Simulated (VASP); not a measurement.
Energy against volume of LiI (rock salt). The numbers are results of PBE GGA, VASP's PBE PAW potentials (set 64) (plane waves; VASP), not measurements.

```json
[
 {"V (Å³/atom)": "25.635", "E (eV/atom)": "-2.90855"},
 {"V (Å³/atom)": "26.453", "E (eV/atom)": "-2.91377"},
 {"V (Å³/atom)": "27.271", "E (eV/atom)": "-2.91540"},
 {"V (Å³/atom)": "28.089", "E (eV/atom)": "-2.91399"},
 {"V (Å³/atom)": "28.907", "E (eV/atom)": "-2.91001"}
]
```

Q: Fit a third-order Birch-Murnaghan equation of state.

A: 
```json
{
  "volume_per_atom": "27.28 Å³/atom",
  "bulk_modulus": "198 kbar",
  "pressure_derivative_of_the_bulk_modulus": "4.52",
  "lattice_constant_a": "6.021 Å"
}
```

The compound is LiI in the rock salt structure. It was relaxed first.
